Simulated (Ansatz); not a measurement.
The system is MnSi.

```
Mn Si
1.0
     3.07218    0.00000    0.00000
     0.00000    3.07218    0.00000
     0.00000    0.00000    3.07218
Mn Si
1 1
Direct
  0.00000 0.00000 0.00000
  0.50000 0.50000 0.50000
```

The cell was built by a generator and needn't be a form met in nature.

- Program: Ansatz 0.2.0
- Task: single point
- Functional: PBE
- Potentials or basis: all-electron LAPW, scalar-relativistic
- Cutoff: 207 eV (chosen from the basis error)
- Basis error allowed: 0.001 eV/atom
- k mesh: 9 × 9 × 9
- Occupations: fermi-dirac, width 0.05 eV
- Spin: collinear spin, ferromagnetic start
- Starting moments: [4.0, 0.0] μB

On this cell: pressure -30.6 GPa; largest force zero by symmetry; net moment 0.98 μB per cell; site moments Mn +1.12; Si -0.10 μB; band gap on the k mesh none (metal or under the smearing width).

The same run follows on a disturbed copy (atoms moved at random, drawn with an rms of 0.05 Å):

```
Mn Si
1.0
     3.07218    0.00000    0.00000
     0.00000    3.07218    0.00000
     0.00000    0.00000    3.07218
Mn Si
1 1
Direct
  0.99260 0.00075 0.00778
  0.48275 0.49254 0.49839
```

Problem. What changes?

Solution. The energy (extrapolated to zero smearing) moves by +0.5 meV/atom; pressure -30.6 GPa; largest force 0.038 eV/Å; net moment 0.97 μB per cell; site moments Mn +1.11; Si -0.10 μB; band gap on the k mesh none (metal or under the smearing width).

Forces in eV/Å, atoms in the order of the input:
```
Mn  -0.024 -0.020 -0.023
Si   0.024  0.020  0.023
```

Stress tensor (GPa, compression positive):
```
-30.58   0.07   0.09
  0.07 -30.56   0.07
  0.09   0.07 -30.57
```

Caveats: the moment fell far below its start of 4 μB, so a state of higher moment may lie lower in energy; a pressure of tens of GPa on the cell as given is suspect, and the run, the potentials or the cell itself is likely at fault (some runs); the cell as given lies far from equilibrium (some runs).
